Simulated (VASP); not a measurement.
ZnS (measured structure): a PBE single-point calculation in VASP

INCAR

```
ISMEAR = -1
EDIFF = 1E-7
NSW = 0
LREAL = .FALSE.
NELM = 120
GGA = PE
LWAVE = .FALSE.
NBANDS = 26
PREC = Accurate
ENCUT = 520
LASPH = .TRUE.
IBRION = -1
SIGMA = 0.02
LCHARG = .FALSE.
ISIF = 2
```

KPOINTS

```
KPOINTS created by Atomic Simulation Environment
0
Gamma
12 12 4
0 0 0
```

KPOINTS_OPT

```
special points
6
Reciprocal
0.0000000000 0.0000000000 0.0000000000 1
0.5000000000 0.0000000000 0.0000000000 1
0.3333333333 0.3333333333 0.0000000000 1
0.0000000000 0.0000000000 0.5000000000 1
0.5000000000 0.0000000000 0.5000000000 1
0.3333333333 0.3333333333 0.5000000000 1
```

POSCAR

```
Zn S
 1.0000000000000000
     3.8054280145390900    0.0000000000285646   -0.0000000000000000
    -1.9027140072942830    3.2955973328495478   -0.0000000000000000
    -0.0000000000000000   -0.0000000000000000    6.2440175211155751
 Zn  S
   2   2
Cartesian
 -0.0000000000164916  2.1970648885758863  0.0333415830289251
  1.9027140072612989  1.0985324443022253  3.1553503435867132
 -0.0000000000164916  2.1970648885758863  2.3706051626005715
  1.9027140072612989  1.0985324443022253  5.4926139231583591
```

VASP ran with the recommended PBE PAW datasets (36 valence electrons in the cell).

Command

```
mpirun -np 1 vasp_std
```

From OUTCAR

```
k-points           NKPTS =     57   k-points in BZ     NKDIM =     57   number of bands    NBANDS=     26

   NELECT =      36.0000    total number of electrons

   dimension x,y,z NGX =    28 NGY =   28 NGZ =   48
   dimension x,y,z NGXF=    56 NGYF=   56 NGZF=   96

  energy-cutoff  :      520.00
  volume of cell :       78.31
      direct lattice vectors                 reciprocal lattice vectors
     3.805428015  0.000000000  0.000000000     0.262782530  0.151717564  0.000000000
    -1.902714007  3.295597333  0.000000000    -0.000000000  0.303435128  0.000000000
     0.000000000  0.000000000  6.244017521     0.000000000  0.000000000  0.160153298

 k-points in reciprocal lattice and weights: KPOINTS created by Atomic Simulation Env
   0.00000000  0.00000000  0.00000000       0.002
   0.08333333  0.00000000  0.00000000       0.010
   0.16666667  0.00000000  0.00000000       0.010
   0.25000000  0.00000000  0.00000000       0.010
   0.33333333  0.00000000  0.00000000       0.010
   0.41666667  0.00000000  0.00000000       0.010
   0.50000000  0.00000000  0.00000000       0.005
   0.08333333  0.08333333  0.00000000       0.010
   ...

 E-fermi :   2.6269

 k-point     1 :       0.0000    0.0000    0.0000
  band No.  band energies     occupation
      1     -11.0228      2.00000
      2     -10.0788      2.00000
      3      -4.1785      2.00000
      4      -4.1644      2.00000
      5      -4.1644      2.00000
      6      -4.0812      2.00000
      7      -4.0812      2.00000
      8      -3.7157      2.00000
      9      -3.7157      2.00000
     10      -3.6371      2.00000
     11      -3.6371      2.00000
     12      -3.4840      2.00000
     13      -3.1676      2.00000
     14       1.2991      2.00000
     15       1.2991      2.00000
     16       2.1155      2.00000
     17       2.1976      2.00000
     18       2.1976      2.00000
     19       4.4160      0.00000
     20       5.3098      0.00000
     21       8.5075      0.00000
     22       8.5075      0.00000
     23       8.7645      0.00000
     24       9.8929      0.00000
     25       9.8929      0.00000
     26      11.4755      0.00000

 k-point     2 :       0.0833    0.0000    0.0000
  band No.  band energies     occupation
      1     -10.9751      2.00000
      2     -10.0518      2.00000
      3      -4.1744      2.00000
      4      -4.1623      2.00000
      5      -4.1547      2.00000
      6      -4.0766      2.00000
      7      -4.0674      2.00000
      8      -3.7221      2.00000
      9      -3.7163      2.00000
     10      -3.6704      2.00000
     11      -3.6349      2.00000
     12      -3.4570      2.00000
     13      -3.0988      2.00000
     14       0.9122      2.00000
     15       1.1855      2.00000
     16       1.7436      2.00000
     17       2.0560      2.00000
     18       2.1379      2.00000
     19       4.8322      0.00000
     20       5.6702      0.00000
     21       8.2703      0.00000
     22       8.6478      0.00000
     23       8.9122      0.00000
     24       9.7582      0.00000
     25      10.1086      0.00000
     26      11.1686      0.00000

 k-point     3 :       0.1667    0.0000    0.0000
  band No.  band energies     occupation
      1     -10.8385      2.00000
      2      -9.9788      2.00000
      3      -4.1786      2.00000
      4      -4.1409      2.00000
      5      -4.1298      2.00000
      6      -4.0575      2.00000
      7      -4.0289      2.00000
      8      -3.7397      2.00000
      9      -3.7148      2.00000
     10      -3.7118      2.00000
     11      -3.6291      2.00000
     12      -3.4263      2.00000
     13      -2.9063      2.00000
     14       0.0760      2.00000
     15       0.8801      2.00000
     16       0.9017      2.00000
     17       1.8681      2.00000
     18       1.9707      2.00000
     19       5.5492      0.00000
     20       6.2570      0.00000
     21       7.9957      0.00000
     22       8.9680      0.00000
     23       9.0041      0.00000
     24       9.8072      0.00000
     25      10.4880      0.00000
     26      10.7043      0.00000

 k-point     4 :       0.2500    0.0000    0.0000
  band No.  band energies     occupation
      1     -10.6332      2.00000
      2      -9.8830      2.00000
      3      -4.1801      2.00000
      4      -4.1142      2.00000
      5      -4.1000      2.00000
      6      -4.0104      2.00000
      7      -3.9742      2.00000
      8      -3.7636      2.00000
      9      -3.7297      2.00000
     10      -3.7046      2.00000
     11      -3.6212      2.00000
     12      -3.3946      2.00000
     13      -2.6554      2.00000
     14      -0.7934      2.00000
     15      -0.0174      2.00000
     16       0.5565      2.00000
     17       1.5504      2.00000
     18       1.7430      2.00000
     19       6.1173      0.00000
     20       6.3060      0.00000
     21       8.0972      0.00000
     22       8.7517      0.00000
     23       9.2011      0.00000
     24      10.1662      0.00000
     25      10.7243      0.00000
     26      11.0636      0.00000

 k-point     5 :       0.3333    0.0000    0.0000
  band No.  band energies     occupation
      1     -10.3959      2.00000
      2      -9.7998      2.00000
      3      -4.1697      2.00000
      4      -4.0809      2.00000
      5      -4.0764      2.00000
      6      -3.9307      2.00000
      7      -3.9179      2.00000
      8      -3.8003      2.00000
      9      -3.7206      2.00000
     10      -3.6835      2.00000
     11      -3.6121      2.00000
     12      -3.3409      2.00000
     13      -2.5205      2.00000
     14      -1.3879      2.00000
     15      -0.8012      2.00000
     16       0.2425      2.00000
     17       1.1302      2.00000
     18       1.5214      2.00000
     19       6.0791      0.00000
     20       6.3960      0.00000
     21       7.7935      0.00000
     22       8.9418      0.00000
     23       9.2137      0.00000
     24      10.7034      0.00000
     25      10.8687      0.00000
     26      11.9247      0.00000

 k-point     6 :       0.4167    0.0000    0.0000
  band No.  band energies     occupation
      1     -10.1846      2.00000
      2      -9.7625      2.00000
      3      -4.1586      2.00000
      4      -4.0635      2.00000
      5      -4.0161      2.00000
      6      -3.8767      2.00000
      7      -3.8552      2.00000
      8      -3.8336      2.00000
      9      -3.6768      2.00000
     10      -3.6597      2.00000
     11      -3.6037      2.00000
     12      -3.3332      2.00000
     13      -2.6369      2.00000
     14      -1.6912      2.00000
     15      -1.1515      2.00000
     16       0.0258      2.00000
     17       0.7061      2.00000
     18       1.3637      2.00000
     19       5.9151      0.00000
     20       6.4575      0.00000
     21       7.4408      0.00000
     22       9.1428      0.00000
     23       9.3521      0.00000
     24      10.6778      0.00000
     25      11.2047      0.00000
     26      13.1658      0.00000

 k-point     7 :       0.5000    0.0000    0.0000
  band No.  band energies     occupation
      1     -10.0899      2.00000
      2      -9.7629      2.00000
      3      -4.1553      2.00000
      4      -4.0597      2.00000
      5      -3.9409      2.00000
      6      -3.9167      2.00000
      7      -3.8618      2.00000
      8      -3.7953      2.00000
      9      -3.6490      2.00000
     10      -3.6001      2.00000
     11      -3.5263      2.00000
     12      -3.5059      2.00000
     13      -2.6423      2.00000
     14      -1.9363      2.00000
     15      -1.0921      2.00000
     16      -0.0516      2.00000
     17       0.5007      2.00000
     18       1.3069      2.00000
     19       5.8614      0.00000
     20       6.4570      0.00000
     21       7.3103      0.00000
     22       9.1080      0.00000
     23       9.6092      0.00000
     24      10.5634      0.00000
     25      11.2720      0.00000
     26      13.7335      0.00000

 k-point     8 :       0.0833    0.0833    0.0000
  band No.  band energies     occupation
      1     -10.8829      2.00000
      2     -10.0018      2.00000
      3      -4.1746      2.00000
      4      -4.1472      2.00000
      5      -4.1399      2.00000
      6      -4.0666      2.00000
      7      -4.0400      2.00000
      8      -3.7322      2.00000
      9      -3.7192      2.00000
     10      -3.7012      2.00000
     11      -3.6312      2.00000
     12      -3.4335      2.00000
     13      -2.9673      2.00000
     14       0.3623      2.00000
     15       0.8523      2.00000
     16       1.2307      2.00000
     17       1.9340      2.00000
     18       1.9851      2.00000
     19       5.3760      0.00000
     20       6.1851      0.00000
     21       7.9849      0.00000
     22       8.7951      0.00000
     23       9.1379      0.00000
     24       9.6252      0.00000
     25      10.4912      0.00000
     26      10.8400      0.00000

 ...

  Total        1.1829185      1.1829185      1.1857519     -0.0000000     -0.0000000      0.0000000
  in kB       24.2026906     24.2026906     24.2606625     -0.0000000     -0.0000000      0.0000000
  external PRESSURE =      24.2220146 kB  Pullay stress =       0.0000000 kB

 POSITION                                       TOTAL-FORCE (eV/Angst)
 -----------------------------------------------------------------------------------
     -0.00000      2.19706      0.03334        -0.000000      0.000000      0.003659
      1.90271      1.09853      3.15535         0.000000     -0.000000      0.003659
     -0.00000      2.19706      2.37061        -0.000000      0.000000     -0.003659
      1.90271      1.09853      5.49261        -0.000000      0.000000     -0.003659
 -----------------------------------------------------------------------------------
    total drift:                               -0.000000     -0.000000     -0.000520

  FREE ENERGIE OF THE ION-ELECTRON SYSTEM (eV)
  ---------------------------------------------------
  free  energy   TOTEN  =       -13.6742480089 eV

  energy  without entropy=      -13.6742480089  energy(sigma->0) =      -13.67424801
```

```yaml
gap_between_bands_v_and_c: 2.22 eV
least_direct_gap: 2.22 eV
pressure: 2.4 GPa
```

Band v is the last that the valence electrons fill when counted band by band, and c is the next.

The run took about 90 s on one core of a shared host (Intel Xeon Platinum 8488C) and held 0.27 GiB at most.
